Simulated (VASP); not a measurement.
Fe, 1 atom in the cell. It takes space group Im-3m (No. 229, cubic). The conventional cell has a = 2.886 Å, b = 2.886 Å, c = 2.886 Å, α = 90.00°, β = 90.00°, γ = 90.00°. Fe (site symmetry m-3m) is surrounded by 8 Fe at 2.50 Å. 

- Program: VASP 6.6.1
- Task: relaxation of cell and atoms
- Functional: PBEsol
- Potentials or basis: VASP PAW PBE potentials, release 64 (Fe)
- Cutoff: 600 eV
- k mesh: 13 × 13 × 13
- Occupations: fermi-dirac, width 0.05 eV
- Spin: collinear spin, ferromagnetic start
- Starting moments: [3.0] μB
- Further INCAR settings: ALGO = Normal; EDIFF = 1e-06; IBRION = 2; EDIFFG = -0.01; NSW = 40; ISIF = 3

Potentials or basis: VASP PAW PBE potentials, release 64 (Fe).

Launch:

```console
$ cat potpaw_PBE.64/Fe/POTCAR > POTCAR
$ mpirun -np 1 vasp_std > vasp.out
```

Hardware: 1 thread of Intel(R) Xeon(R) 6975P-C (Granite Rapids), with other jobs on the host.

Question: Estimate the wall time of this run.

Answer: It took 62 s on 1 thread of Intel(R) Xeon(R) 6975P-C (Granite Rapids), with other jobs on the host, peak memory 0.15 GiB. Counts: scf iterations 47, k points 84, ion steps 6.
